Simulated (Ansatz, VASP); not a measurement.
## HfB2: VASP beside Ansatz

```
Hf B
1.0
     3.12950    0.00000    0.00000
    -1.56475    2.71023    0.00000
     0.00000    0.00000    3.46836
Hf B
1 2
Cartesian
  0.0000 0.0000 0.0000
  0.0000 1.8068 1.7342
  1.5647 0.9034 1.7342
```

Change from the starting cell: volume scaled by 0.99.

Alike in both runs: task single point; functional PBEsol; k mesh 15 × 15 × 12; occupations fermi-dirac, width 0.03 eV; no spin polarisation.

|  | VASP | Ansatz |
| --- | --- | --- |
| version | VASP 6.6.1 | Ansatz 0.2.0 |
| potentials or method | VASP PAW PBE potentials, release 64 (Hf_pv, B), cutoff 520 eV | all-electron LAPW, scalar-relativistic |

```csv
,VASP,Ansatz,Ansatz less VASP
pressure (GPa),-1.9,-1.8,+0.14
largest component of the traceless stress (GPa),0.96,1.11,+0.157
```

Ansatz ran all-electron here, so the differences hold the error of VASP's frozen core and of both bases.

Caveats: the PAW data sets were made with another functional, which shifts forces and pressure a little (VASP). The runs have no spin-orbit coupling, so splittings on Hf are missing.
